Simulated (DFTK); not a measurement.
**Rb under changes of volume**

One of the cells (88.043 Å³/atom); the others are scaled copies at fixed shape and fractional positions:

```xyz
1
Lattice="-2.8025 2.8025 2.8025 2.8025 -2.8025 2.8025 2.8025 2.8025 -2.8025" Properties=species:S:1:pos:R:3 pbc="T T T"
Rb    0.0000    0.0000    0.0000
```

| Quantity | Value |
| --- | --- |
| Program | DFTK 0.8.2 |
| Functional | BLYP |
| Potentials or basis | dojo.nc.sr.pbe.v0_4_1.standard.upf (PBE) |
| Cutoff | 626 eV |
| k mesh | 6 × 6 × 6 |
| Occupations | fermi-dirac, width 0.05 eV |
| Spin | no spin polarisation |

| volume (Å³/atom) | energy over the lowest point (meV/atom) | pressure (GPa) |
| --- | --- | --- |
| 82.761 | 16.37 | 0.5 |
| 84.522 | 11.74 | 0.4 |
| 86.283 | 7.96 | 0.3 |
| 88.043 | 4.97 | 0.2 |
| 89.804 | ? | ? |
| 91.565 | 1.05 | 0.1 |
| 93.326 | 0.00 | 0.1 |

Q: What does the run at 89.804 Å³/atom give?

A: Energy over the lowest point 2.68 meV/atom; pressure 0.2 GPa.

Worked out: A Birch-Murnaghan fit of order 3 (a polynomial in V^(-2/3)) to the other rows has its minimum at 96.04 Å³/atom, just outside them, with B0 = V·E''(V) = 2.3 GPa and B' = 4.0. It gives 2.69 meV/atom at 89.804 Å³/atom, against the run's 2.68, and -dE/dV = 0.2 GPa, against 0.2.

Energies are extrapolated to zero smearing.

Caveats: the minimum lies outside the volumes run; the potentials were made for another functional, which shifts forces and pressure.
